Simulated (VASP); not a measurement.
# AlAs (F-43m) in VASP: notebook, part 2 of 2

VASP 6.6.1. Earlier steps stand in the parts before.

## (4) Dielectric tensor, PBE

This run uses another cell than the first one, of 23.55 Å³/atom, 1.027 times its volume.

The input, INCAR:

```
ALGO = Normal ; EDIFF = 1E-8
ENCUT = 600 ; GGA = PE
ISIF = 2 ; ISMEAR = 0
LASPH = True ; LCHARG = False
LEPSILON = True ; LREAL = False
LWAVE = False ; NELM = 80
PREC = Accurate ; SIGMA = 0.03
```

The input, KPOINTS:

```
k-points
0
Monkhorst-Pack
  14 14 14
```

The input, POSCAR:

```
AlAs                                    
1.0
    0.0000000000      2.8663086877      2.8663086877
    2.8663086877      0.0000000000      2.8663086877
    2.8663086877      2.8663086877      0.0000000000
  Al              As            
     1     1
Direct
     0.0000000000000000    0.0000000000000000    0.0000000000000000
     0.2500000000000000    0.2500000000000000    0.2500000000000000
```

Potentials or basis: VASP PAW PBE potentials, release 64 (Al, As).

Run with:

```console
cat potpaw_PBE.64/Al/POTCAR potpaw_PBE.64/As/POTCAR > POTCAR
mpirun -np 1 vasp_std > vasp.out
```

OUTCAR:

```text
EDIFF = 1E-8
   ENCUT = 600
   GGA = PE
   ISIF = 2
   ISMEAR = 0
   LASPH = True
   LEPSILON = True
   LREAL = False
   NELM = 80
   PREC = Accurate

 ion  position               nearest neighbor table
   1  0.000  0.000  0.000-   2 2.48   2 2.48   2 2.48   2 2.48
   2  0.250  0.250  0.250-   1 2.48   1 2.48   1 2.48   1 2.48

  LATTYP: Found a face centered cubic cell.
 ALAT       =     5.7326173754

  Lattice vectors:

 A1 = (   0.0000000000,   2.8663086877,   2.8663086877)
 A2 = (   2.8663086877,   0.0000000000,   2.8663086877)
 A3 = (   2.8663086877,   2.8663086877,   0.0000000000)

Analysis of symmetry for initial positions (statically):
=====================================================================
 Subroutine PRICEL returns:
 Original cell was already a primitive cell.

 Routine SETGRP: Setting up the symmetry group for a
 face centered cubic supercell.

 Subroutine GETGRP returns: Found 24 space group operations
 (whereof 24 operations were pure point group operations)
 out of a pool of 48 trial point group operations.

The static configuration has the point symmetry T_d .

Analysis of symmetry for dynamics (positions and initial velocities):
=====================================================================
 Subroutine PRICEL returns:
 Original cell was already a primitive cell.

 Routine SETGRP: Setting up the symmetry group for a
 face centered cubic supercell.

 Subroutine GETGRP returns: Found 24 space group operations
 (whereof 24 operations were pure point group operations)
 out of a pool of 48 trial point group operations.

The dynamic configuration has the point symmetry T_d .

 Subroutine INISYM returns: Found 24 space group operations
 (whereof 24 operations are pure point group operations),
[... 442 lines left out ...]
 ------------------------------------------------------
          10.084485     0.000000     0.000000
           0.000000    10.084485     0.000000
           0.000000     0.000000    10.084485
 ------------------------------------------------------

 Free energy of the ion-electron system (eV)
  ---------------------------------------------------
  ---------------------------------------------------
  free energy    TOTEN  =        -1.23081365 eV

  energy without entropy =       -1.23081365

------------------------ aborting loop because EDIFF is reached ----------------------------------------

--------------------------------------- Ionic step        2  -------------------------------------------

------------------------ aborting loop because EDIFF is reached ----------------------------------------

--------------------------------------- Ionic step        3  -------------------------------------------

 Free energy of the ion-electron system (eV)
  ---------------------------------------------------
  ---------------------------------------------------
  free energy    TOTEN  =        -1.23081446 eV

  energy without entropy =       -1.23081446

------------------------ aborting loop because EDIFF is reached ----------------------------------------

 PIEZOELECTRIC TENSOR FIELD DIRECTION 3  (e Angst)
 -----------------------------------------------------------------------------
    -0.00031 -1.96922  0.00000           (  0.00000  0.04292  0.00000)
    -1.96922 -0.00031  0.00000           (  0.04292  0.00000  0.00000)
     0.00000  0.00000 -0.00032           (  0.00000  0.00000  0.00000)

 PIEZOELECTRIC TENSOR FIELD DIRECTION 3  (C/m^2)
 -----------------------------------------------------------------------------
    -0.00010 -0.66989  0.00000
    -0.66989 -0.00010  0.00000
     0.00000  0.00000 -0.00011

 MACROSCOPIC STATIC DIELECTRIC TENSOR (including local field effects in DFT)
 ------------------------------------------------------
           9.525189     0.000000    -0.000000
           0.000000     9.525189    -0.000000
          -0.000000     0.000000     9.525189
 ------------------------------------------------------

 PIEZOELECTRIC TENSOR (including local field effects)  for field in x, y, z        (e  Angst)
          XX          YY          ZZ          XY          YZ          ZX
  --------------------------------------------------------------------------------
  x     0.00000    -0.00000    -0.00000     0.00000    -1.97012    -0.00000
  y    -0.00000     0.00000    -0.00000     0.00000    -0.00000    -1.97012
  z     0.00000     0.00000     0.00000    -1.97012    -0.00000    -0.00000

 PIEZOELECTRIC TENSOR (including local field effects)  for field in x, y, z        (C/m^2)
          XX          YY          ZZ          XY          YZ          ZX
  --------------------------------------------------------------------------------
  x     0.00000    -0.00000    -0.00000     0.00000    -0.67020    -0.00000
  y    -0.00000     0.00000    -0.00000     0.00000    -0.00000    -0.67020
  z     0.00000     0.00000     0.00000    -0.67020    -0.00000    -0.00000

 BORN EFFECTIVE CHARGES (including local field effects) (in |e|, cummulative output)
 ---------------------------------------------------------------------------------
 ion    1
    1     2.14735    -0.00000     0.00000
    2    -0.00000     2.14735     0.00000
    3    -0.00000    -0.00000     2.14735
 ion    2
    1    -2.14735     0.00000    -0.00000
    2     0.00000    -2.14735     0.00000
    3     0.00000     0.00000    -2.14735
```

OSZICAR:

```text
N       E                     dE             d eps       ncg     rms          rms(c)
DAV:   1     0.162006584195E+02    0.16201E+02   -0.33107E+03  4496   0.846E+02
DAV:   2    -0.889817370252E+01   -0.25099E+02   -0.24359E+02  5776   0.921E+01
DAV:   3    -0.960030315826E+01   -0.70213E+00   -0.70213E+00  5728   0.205E+01
DAV:   4    -0.960357193531E+01   -0.32688E-02   -0.32688E-02  7080   0.157E+00
[... 12 lines left out ...]
RMM:   8    -0.123082587491E+01   -0.10551E-03   -0.12450E-06 42520   0.537E-03    0.567E-04
RMM:   9    -0.123081728975E+01    0.85852E-05   -0.14892E-07 41033   0.212E-03    0.152E-04
RMM:  10    -0.123081600079E+01    0.12890E-05   -0.96645E-08 42600   0.542E-04    0.635E-05
RMM:  11    -0.123081407547E+01    0.19253E-05   -0.45957E-08 37093   0.124E-04    0.133E-05
RMM:  12    -0.123081446205E+01   -0.38658E-06   -0.10800E-11 22435   0.458E-05    0.314E-06
```

Run time: 21 min. Hardware: 1 thread of Intel Xeon Platinum 8488C (Sapphire Rapids), shared host; peak memory 1.6 GiB.

What came out:

```yaml
Electronic_dielectric_tensor_diagonal: 9.53
Born_charges_mean_of_the_diagonal: Al +2.15; As -2.15 e
```

Levels at points of the mesh, in eV from the valence-band top:
| k point | band 1 | band 2 | band 3 | band 4 | band 5 | band 6 | band 7 | band 8 |
| --- | --- | --- | --- | --- | --- | --- | --- | --- |
| (0.04, 0.04, 0.04) | -11.63 | -0.17 | 0.00 | 0.00 | 1.93 | 4.25 | 4.26 | 4.26 |

Electronic dielectric tensor:
```
9.53 0.00 0.00
0.00 9.53 0.00
0.00 0.00 9.53
```

Born effective charge tensors (e):
atom 1, Al
```
2.15 0.00 0.00
0.00 2.15 0.00
0.00 0.00 2.15
```
atom 2, As
```
-2.15  0.00  0.00
 0.00 -2.15  0.00
 0.00  0.00 -2.15
```

## (5) Phonons, LDA

This run uses another cell than the first one, of 22.40 Å³/atom, 0.977 times its volume.

The input, POSCAR:

```
AlAs
1.0
    0.0000000000      2.8188932263      2.8188932263
    2.8188932263      0.0000000000      2.8188932263
    2.8188932263      2.8188932263      0.0000000000
  Al              As
     1     1
Direct
     0.0000000000000000    0.0000000000000000    0.0000000000000000
     0.2500000000000000    0.2500000000000000    0.2500000000000000
```

The input, INCAR.step1:

```
SYSTEM = AlAs
  PREC = Accurate
  ENCUT = 600
  EDIFF = 1E-8
  ISMEAR = 0
  SIGMA = 0.03
  LREAL = .False.
  LASPH = .True.
  NELM = 80
  ALGO = Fast
  ISIF = 3
  LWAVE = .False.
  LCHARG = .False.
  IBRION = 2
  NSW = 40
  EDIFFG = -0.002
```

The input, INCAR.step2:

```
SYSTEM = AlAs
  PREC = Accurate
  ENCUT = 600
  EDIFF = 1E-8
  ISMEAR = 0
  SIGMA = 0.03
  LREAL = .False.
  LASPH = .True.
  NELM = 80
  ALGO = Fast
  ISIF = 2
  LWAVE = .False.
  LCHARG = .False.
  IBRION = 6
  NFREE = 2
  POTIM = 0.015
  NSW = 1
```

The input, KPOINTS:

```
regular mesh
0
Gamma
  8 8 8
  0 0 0
```

Potentials or basis: VASP PAW LDA potentials, release 64 (Al, As).

Run with:

```console
cat potpaw_LDA.64/Al/POTCAR potpaw_LDA.64/As/POTCAR > POTCAR
cp INCAR.step1 INCAR
mpirun -np 1 vasp_std > vasp.out
cp CONTCAR POSCAR
cp INCAR.step2 INCAR
mpirun -np 1 vasp_std > vasp.out
```

OUTCAR:

```text
SYSTEM = AlAs
   PREC = Accurate
   ENCUT = 600
   EDIFF = 1E-8
   ISMEAR = 0
   LREAL = .False.
   LASPH = .True.
   NELM = 80
   ISIF = 2
   IBRION = 6
   NFREE = 2
   POTIM = 0.015
   NSW = 1

 ion  position               nearest neighbor table
   1  0.000  0.000  0.000-   2 2.44   2 2.44   2 2.44   2 2.44
   2  0.250  0.250  0.250-   1 2.44   1 2.44   1 2.44   1 2.44

  LATTYP: Found a face centered cubic cell.
 ALAT       =     5.6377864526

  Lattice vectors:

 A1 = (   0.0000000000,   2.8188932263,   2.8188932263)
 A2 = (   2.8188932263,   0.0000000000,   2.8188932263)
 A3 = (   2.8188932263,   2.8188932263,   0.0000000000)

Analysis of symmetry for initial positions (statically):
=====================================================================
 Subroutine PRICEL returns:
 Original cell was already a primitive cell.

 Routine SETGRP: Setting up the symmetry group for a
 face centered cubic supercell.

 Subroutine GETGRP returns: Found 24 space group operations
 (whereof 24 operations were pure point group operations)
 out of a pool of 48 trial point group operations.

The static configuration has the point symmetry T_d .

Analysis of symmetry for dynamics (positions and initial velocities):
=====================================================================
 Subroutine PRICEL returns:
 Original cell was already a primitive cell.

 Routine SETGRP: Setting up the symmetry group for a
[... 305 lines left out ...]
  ext. energy  EPLUGINS =         0.00000000
  ---------------------------------------------------
  free energy    TOTEN  =       -10.51317905 eV

  energy without entropy =      -10.51317905  energy(sigma->0) =      -10.51317905

 E-fermi :   4.1223     XC(G=0):  -9.3252

 val. band max:        3.9291631652   @ k =   0.0000   0.0000   0.0000
 cond. band min:       5.2046541835   @ k =   0.0000   0.5000   0.5000
 fundamental gap:      1.2754910183
 Fermi energy:         4.1223397747

 k-point     1 :       0.0000    0.0000    0.0000
  band No.  band energies     occupation
      1      -8.0752      2.00000
      2       3.8458      2.00000
      3       3.8881      2.00000
      4       3.9292      2.00000
      5       5.8678      0.00000
      6       8.1351      0.00000
      7       8.1540      0.00000
      8       8.1743      0.00000
[... 243 lines left out ...]
 k-point    24 :      -0.3750    0.2500    0.1250
  band No.  band energies     occupation
      1      -6.3610      2.00000
      2      -1.4606      2.00000
      3       1.1428      2.00000
      4       2.3382      2.00000
      5       7.5117      0.00000
      6       8.0788      0.00000
      7      10.5437      0.00000
      8      11.4868      0.00000

 [... further k-points ...]
[... 5 lines left out ...]
  --------------------------------------------------------------------------------------
  -------------------------------------------------------------------------------------
  Total       -0.0004404      0.0023974      0.0023974      0.0000000      0.1214619      0.0000000
  in kB       -0.0157497      0.0857410      0.0857410      0.0000000      4.3439511      0.0000000
  external PRESSURE =       0.0519108 kB  Pullay stress =       0.0000000 kB
[... 17 lines left out ...]
  FREE ENERGIE OF THE ION-ELECTRON SYSTEM (eV)
  ---------------------------------------------------
  free  energy   TOTEN  =       -10.5131790500 eV

  energy  without entropy=      -10.5131790500  energy(sigma->0) =      -10.51317905

 INTERNAL STRAIN TENSORS FROM DISPLACED ATOMS
 ============================================

 INTERNAL STRAIN TENSOR FOR ION    1 for displacements in x,y,z  (eV/Angst):
          X           Y           Z          XY          YZ          ZX
  --------------------------------------------------------------------------------
  x    -0.00000     0.00000     0.00000     0.00000     8.09561     0.00000
  y     0.00000    -0.00000     0.00000     0.00000     0.00000     8.09561
  z     0.00000     0.00000    -0.00000     8.09561     0.00000     0.00000

 INTERNAL STRAIN TENSOR FOR ION    2 for displacements in x,y,z  (eV/Angst):
          X           Y           Z          XY          YZ          ZX
  --------------------------------------------------------------------------------
  x     0.00000     0.00000     0.00000     0.00000    -8.09657     0.00000
  y     0.00000     0.00000     0.00000     0.00000     0.00000    -8.09657
  z     0.00000     0.00000     0.00000    -8.09657     0.00000     0.00000

 Eigenvectors and eigenvalues of the dynamical matrix
 ----------------------------------------------------

   1 f  =   10.759476 THz    67.603780 2PiTHz  358.897477 cm-1    44.497596 meV
             X         Y         Z           dx          dy          dz
      0.000000  0.000000  0.000000     0.000000    0.857446    0.000000
      1.409447  1.409447  1.409447     0.000000   -0.514574    0.000000
[... 21 lines left out ...]
   6 f/i=    0.000178 THz     0.001118 2PiTHz    0.005935 cm-1     0.000736 meV
             X         Y         Z           dx          dy          dz
      0.000000  0.000000  0.000000     0.000000    0.000000   -0.514574
      1.409447  1.409447  1.409447     0.000000    0.000000   -0.857446

 ELASTIC MODULI CONTR FROM IONIC RELAXATION (kBar)
 Direction    XX          YY          ZZ          XY          YZ          ZX
 --------------------------------------------------------------------------------
 XX          -0.0000     -0.0000     -0.0000      0.0000      0.0000      0.0000
 YY          -0.0000     -0.0000     -0.0000      0.0000      0.0000      0.0000
 ZZ          -0.0000     -0.0000     -0.0000      0.0000      0.0000      0.0000
 XY           0.0000      0.0000      0.0000   -249.4748     -0.0000      0.0000
 YZ           0.0000      0.0000      0.0000      0.0000   -249.4748     -0.0000
 ZX           0.0000      0.0000      0.0000      0.0000     -0.0000   -249.4748
 --------------------------------------------------------------------------------
```

OSZICAR.step1:

```text
N       E                     dE             d eps       ncg     rms          rms(c)
DAV:   1     0.151242265787E+02    0.15124E+02   -0.33295E+03   464   0.846E+02
DAV:   2    -0.101611689056E+02   -0.25285E+02   -0.24558E+02   632   0.958E+01
DAV:   3    -0.108306537999E+02   -0.66948E+00   -0.66948E+00   520   0.204E+01
DAV:   4    -0.108346252919E+02   -0.39715E-02   -0.39715E-02   760   0.185E+00
DAV:   5    -0.108346331104E+02   -0.78186E-05   -0.78186E-05   576   0.641E-02    0.340E+00
RMM:   6    -0.105747476553E+02    0.25989E+00   -0.23359E-01   464   0.263E+00    0.198E+00
RMM:   7    -0.105184537689E+02    0.56294E-01   -0.18333E-01   464   0.244E+00    0.629E-01
RMM:   8    -0.105145672330E+02    0.38865E-02   -0.16831E-02   464   0.102E+00    0.126E-01
RMM:   9    -0.105142474932E+02    0.31974E-03   -0.29846E-03   464   0.410E-01    0.697E-02
RMM:  10    -0.105142416416E+02    0.58516E-05   -0.38970E-04   464   0.190E-01    0.234E-02
RMM:  11    -0.105142382873E+02    0.33543E-05   -0.12758E-04   464   0.107E-01    0.263E-02
RMM:  12    -0.105142378854E+02    0.40194E-06   -0.13972E-05   464   0.399E-02    0.134E-02
RMM:  13    -0.105142369008E+02    0.98458E-06   -0.47439E-06   471   0.203E-02    0.101E-02
RMM:  14    -0.105142370781E+02   -0.17736E-06   -0.92838E-07   477   0.967E-03    0.110E-02
RMM:  15    -0.105142370404E+02    0.37719E-07   -0.23192E-07   464   0.477E-03    0.104E-02
RMM:  16    -0.105142363378E+02    0.70262E-06   -0.20358E-06   464   0.768E-03    0.111E-03
RMM:  17    -0.105142363593E+02   -0.21515E-07   -0.18693E-07   464   0.347E-03    0.744E-04
RMM:  18    -0.105142363609E+02   -0.15436E-08   -0.22682E-08   373   0.138E-03
   1 F= -.10514236E+02 E0= -.10514236E+02  d E =-.105142E+02
```

It took 1.7 min on 1 thread of Intel Xeon Platinum 8259CL at 2.50GHz (Skylake/Cascade Lake), shared host; peak memory 0.22 GiB.

Results:

```yaml
Highest_phonon_frequency_at_Γ_LO-TO_splitting_left_out: 359 cm⁻¹
```

Phonon frequencies in cm⁻¹ (negative: imaginary):
```csv
q point,frequencies
"(0.000, 0.000, 0.000)",0 0 0 359 359 359
```

## (6) Comparison with measurements

Step 4. Against the measured high-frequency dielectric constant of AlAs, 8.16 (a printed reference work, textbook), the calculated 9.53 is off by +16.7 %.
